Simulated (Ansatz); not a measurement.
CoSi: experiment and calculation

**The experiment to reproduce.**

“Near coincidence of metal-insulator transition and quantum critical fluctuations: Electronic ground state and magnetic order in Fe1-xCoxSi”, 2023, arxiv:2303.13999 reports, for a powder of CoSi at 300 K: lattice constant a 4.4423 ± 0.0005 Å.

The runs below are set against these values where they give the same quantity.

The calculation used Ansatz 0.2.0, DFT PBEsol, scalar-relativistic, plane waves, PAW.

Plane waves to 420 eV, a k mesh through Γ of 8×8×8 on the computed 8-atom cell and Gaussian smearing (0.10 eV); no spin polarisation.

Relaxed structure, symmetry kept:

```
Co Si
1.0
     4.38583    0.00000    0.00000
     0.00000    4.38583    0.00000
     0.00000    0.00000    4.38583
Co Si
4 4
Direct
  0.14564 0.14564 0.14564
  0.35436 0.85436 0.64564
  0.64564 0.35436 0.85436
  0.85436 0.64564 0.35436
  0.84333 0.84333 0.84333
  0.65667 0.15667 0.34333
  0.34333 0.65667 0.15667
  0.15667 0.34333 0.65667
```

```
Space group                                                       : P2_13 (No. 198)
Volume per atom                                                   : 71.2 bohr³
Formation energy from the elements' standard states (uncorrected) : -0.730 eV/atom
Kohn–Sham band gap                                                : none (metal)
Density of states at the Fermi level                              : 0.32 states/eV per cell (so small that it hangs on the mesh: a semimetal, or crossings between mesh points)
Löwdin character within 0.5 eV of the Fermi level                 : Co 3d 84 %, Si 3p 12 %
Bulk modulus                                                      : 241 GPa
Its pressure derivative                                           : 4.8
Bader charges (e)                                                 : Co (4 in the cell) -0.51, Si (4 in the cell) 0.51
```

A ferromagnetic start lost its moments in a first run, so spin was left out; other magnetic orders weren't tried.

Measured lattice constant a of CoSi: 4.4423 Å (300 K; powder; the paper above). This calculation gives 4.386 Å (-1.3 %). 4 values of this kind are on record (4.433 to 4.445 Å); this one was drawn at random among those near their median, those with a stated uncertainty first. The calculation is for 0 K without zero-point motion.